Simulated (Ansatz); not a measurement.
## AlNi3 under changes of volume

One of the cells (10.932 Å³/atom); the others are scaled copies at fixed shape and fractional positions:

```
Ni Al
1.0
     3.52305    0.00000    0.00000
     0.00000    3.52305    0.00000
     0.00000    0.00000    3.52305
Ni Al
3 1
Cartesian
  1.7615 1.7615 0.0000
  1.7615 0.0000 1.7615
  0.0000 1.7615 1.7615
  0.0000 0.0000 0.0000
```

The cell is a database's computed one.

| Quantity | Value |
| --- | --- |
| Program | Ansatz 0.2.0 |
| Functional | LDA |
| Potentials or basis | all-electron LAPW, scalar-relativistic |
| Cutoff | 287 eV (chosen from the basis error) |
| Basis error allowed | 0.002 eV/atom |
| k mesh | 8 × 8 × 8 |
| Occupations | fermi-dirac, width 0.05 eV |
| Spin | collinear spin, ferromagnetic start |
| Starting moments | [1.0, 1.0, 1.0, 0.0] μB |

| volume (Å³/atom) | energy over the lowest point (meV/atom) | pressure (GPa) | moment (μB per cell) |
| --- | --- | --- | --- |
| 10.276 | ? | ? | ? |
| 10.495 | 0.00 | 0.9 | 0.42 |
| 10.713 | 1.90 | -3.6 | 0.46 |
| 10.932 | 9.52 | -7.5 | 0.50 |
| 11.151 | 22.22 | -11.0 | 0.53 |
| 11.369 | 39.45 | -14.2 | 0.56 |
| 11.588 | 60.70 | -16.9 | 0.58 |

Problem. What does the run at 10.276 Å³/atom give?

Solution. Energy over the lowest point 4.52 meV/atom; pressure 5.8 GPa; moment 0.36 μB per cell.

Worked out: A Birch-Murnaghan fit of order 3 (a polynomial in V^(-2/3)) to the other rows has its minimum at 10.54 Å³/atom with B0 = V·E''(V) = 222 GPa and B' = 4.7. It gives 4.55 meV/atom at 10.276 Å³/atom, against the run's 4.52, and -dE/dV = 5.9 GPa, against 5.8. A parabola through the other rows of the moment, of slope 0.228 μB per Å³/atom there, extrapolates to 0.37 μB, against the run's 0.36.

Energies are extrapolated to zero smearing.
